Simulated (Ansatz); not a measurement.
**Stress against strain in ZnS**

```
CELL_PARAMETERS angstrom
0.00000 2.70465 2.70465
2.70465 0.00000 2.70465
2.70465 2.70465 0.00000
ATOMIC_POSITIONS crystal
Zn 0.00000 0.00000 0.00000
S 0.75000 0.75000 0.75000
```

Atom numbers follow the list: Zn1, S2.

The cell is COD entry 9000107, as deposited and not checked against the literature; nothing was relaxed.

All numbers below come from DFT, PBE, all-electron LAPW, scalar-relativistic in Ansatz 0.2.0.

Sampling and basis: a Γ-centred 8×8×8 k mesh, Fermi–Dirac smearing of 0.01 eV, basis error target 0.25 meV/atom, no spin polarisation.

The strain is applied along the Cartesian axes of the cell as listed (the other components stay zero). Fractional coordinates are held (clamped ions).

σ is the change of stress from the unstrained cell, which is at 1.39 GPa; tension is positive, so slopes are stress–strain coefficients at that pressure.

Only quantities that a quadratic follows smoothly over the whole series are listed; rougher ones are left out.

| εzz | σzz (GPa) | σxx (GPa) |
| --- | --- | --- |
| -0.0300 | -3.18 | -2.06 |
| -0.0200 | -2.10 | -1.33 |
| 0.0000 | 0.00 | 0.00 |
| 0.0100 | 1.01 | 0.60 |
| 0.0200 | 2.00 | 1.16 |
| 0.0300 | 2.97 | 1.68 |

(1) Fit the series and read off the stiffness at zero strain.

(2) One run, at εzz = -0.0100, is withheld. Predict its row.

Results:

(1) Least-squares fits y = p0 + p1 x + p2 x² to the rows give σzz (GPa): p1 = 102, p2 = -110; σxx (GPa): p1 = 62.3, p2 = -210. So C11 = 102 GPa and C12 = 62 GPa, which gives B = (C11 + 2 C12)/3 = 75 GPa.

(2) The fits give -1.04, -0.64; the run gave -1.04, -0.64.
